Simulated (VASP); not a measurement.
HgTe (Coloradoite), 2 atoms in the cell. Symmetry: F-43m, No. 216, cubic system. The conventional cell has a = 6.429 Å, b = 6.429 Å, c = 6.429 Å, α = 90.00°, β = 90.00°, γ = 90.00°. Around Hg (site symmetry -43m) lie 4 Te at 2.78 Å. Te (site symmetry -43m) is surrounded by 4 Hg at 2.78 Å. 

| Item | Value |
| --- | --- |
| Program | VASP 6.6.1 |
| Task | relaxation of cell and atoms |
| Functional | PBE |
| Potentials or basis | VASP PAW PBE potentials, release 64 (Hg, Te) |
| Cutoff | 300 eV |
| k mesh | 5 × 5 × 5 |
| Occupations | gaussian, width 0.03 eV |
| Spin | no spin polarisation |
| Further INCAR settings | ALGO = Normal; EDIFF = 1e-06; IBRION = 2; EDIFFG = -0.01; NSW = 90; ISIF = 3 |

Potentials or basis: VASP PAW PBE potentials, release 64 (Hg, Te).

Run with:

```console
$ cat potpaw_PBE.64/Hg/POTCAR potpaw_PBE.64/Te/POTCAR > POTCAR
$ mpirun -np 1 vasp_std > vasp.out
```

Hardware: 1 thread of Intel(R) Xeon(R) Platinum 8375C CPU @ 2.90GHz (Ice Lake), on a shared host.

Q: How long does it take, and how much memory?

A: It took 25 s on 1 thread of Intel(R) Xeon(R) Platinum 8375C CPU @ 2.90GHz (Ice Lake), on a shared host, peak memory 0.15 GiB. Counts: scf iterations 32, k points 10, ion steps 3.
